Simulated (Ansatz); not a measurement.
A (100) slab of TaSi2 (P6_422 (No. 181)), 13 planes, outer planes Ta (top) and Ta (bottom), with 19 atoms (Ta7Si12) in a surface cell of A = 31.704 Å², as cut from the bulk:

```yaml
crystal:
  lattice:
    - [4.80564, 0.00000, 0.00000]
    - [0.00000, 6.59717, 0.00000]
    - [0.00000, 0.00000, 23.32361]
  atoms:
    - { symbol: Ta, position: [0.00000, 0.66667, 0.32156] }
    - { symbol: Si, position: [0.26163, 0.00000, 0.34992] }
    - { symbol: Si, position: [0.73837, 0.33333, 0.34992] }
    - { symbol: Si, position: [0.50000, 0.66667, 0.37828] }
    - { symbol: Ta, position: [0.75000, 0.00000, 0.41078] }
    - { symbol: Ta, position: [0.25000, 0.33333, 0.41078] }
    - { symbol: Si, position: [0.00000, 0.66667, 0.44329] }
    - { symbol: Si, position: [0.76163, 0.33333, 0.47164] }
    - { symbol: Si, position: [0.23837, 0.00000, 0.47164] }
    - { symbol: Ta, position: [0.50000, 0.66667, 0.50000] }
    - { symbol: Si, position: [0.76163, 0.00000, 0.52836] }
    - { symbol: Si, position: [0.23837, 0.33333, 0.52836] }
    - { symbol: Si, position: [0.00000, 0.66667, 0.55671] }
    - { symbol: Ta, position: [0.25000, 0.00000, 0.58922] }
    - { symbol: Ta, position: [0.75000, 0.33333, 0.58922] }
    - { symbol: Si, position: [0.50000, 0.66667, 0.62172] }
    - { symbol: Si, position: [0.26163, 0.33333, 0.65008] }
    - { symbol: Si, position: [0.73837, 0.00000, 0.65008] }
    - { symbol: Ta, position: [0.00000, 0.66667, 0.67844] }
```

These are results of Ansatz 0.2.0, DFT PBE, scalar-relativistic, plane waves, PAW, not measurements. Cutoff 420 eV; k points 7×6×1 on the computed 19-atom cell (Γ-centred); Gaussian smearing, width 0.10 eV; no spin polarisation. The cell repeats along c with a dipole correction in the vacuum.

The relaxed slab holds 6 formula units of TaSi2 and 1 further Ta. Against those formula units in the bulk and the further Ta in its standard state it lies 9.150 eV higher. The formation energy of TaSi2 from the standard states is -1.438 eV a formula unit (uncorrected, no zero-point or thermal terms).

(1) Over what range can the chemical potential of Ta vary, and what is the surface energy at both ends?

(2) How does its energy depend on growth conditions?

Answers

(1) In contact with the bulk, μ(Ta) + 2μ(Si) is fixed. With Δμ counted from the standard states, Δμ(Ta) ≤ 0 keeps elemental Ta from forming, and Δμ(Si) ≤ 0 requires Δμ(Ta) ≥ ΔH = -1.438 eV. Other compounds of Ta and Si can narrow this range. Then γ, the mean of both faces, = [9.150 eV − 1.00·Δμ(Ta)]/(2A). At the Ta-rich end (Δμ = 0): 9.150/(2 × 31.704) × 16.02 = 2.31 J/m². At the Ta-poor end: (9.150 + 1.438)/(2 × 31.704) × 16.02 = 2.68 J/m².

(2) It carries an excess of Ta, so its energy falls by 0.25 J/m² for each eV that μ(Ta) rises: Ta-rich conditions lower it; whether it appears depends on the other terminations.

The surface stays expensive across the whole range, from 2.31 J/m² at the Ta-rich end to 2.68 J/m² at the Ta-poor end, so the cost of creating the faces outweighs the influence of the reservoir. The likely reason is the bonding: TaSi2 is held together by covalent mixing of Ta 5d with Si 3p states alongside metallic Ta–Ta and Si–Si contributions, and cutting it leaves the outer Ta atoms short of Si neighbours, with d states that relaxation can only partly resaturate. The dependence on conditions is weak because a single surplus Ta is shared between two faces. These are related by a twofold rotation in the listed structure, so the mean also describes each face, provided relaxation kept that symmetry. Since more metal-rich tantalum silicides are known to be stable, TaSi2 would coexist with one of them before elemental Ta forms, which makes 2.31 J/m² a lower bound rather than an attainable equilibrium value for this slab. Whether the energy is converged with slab thickness isn't shown.
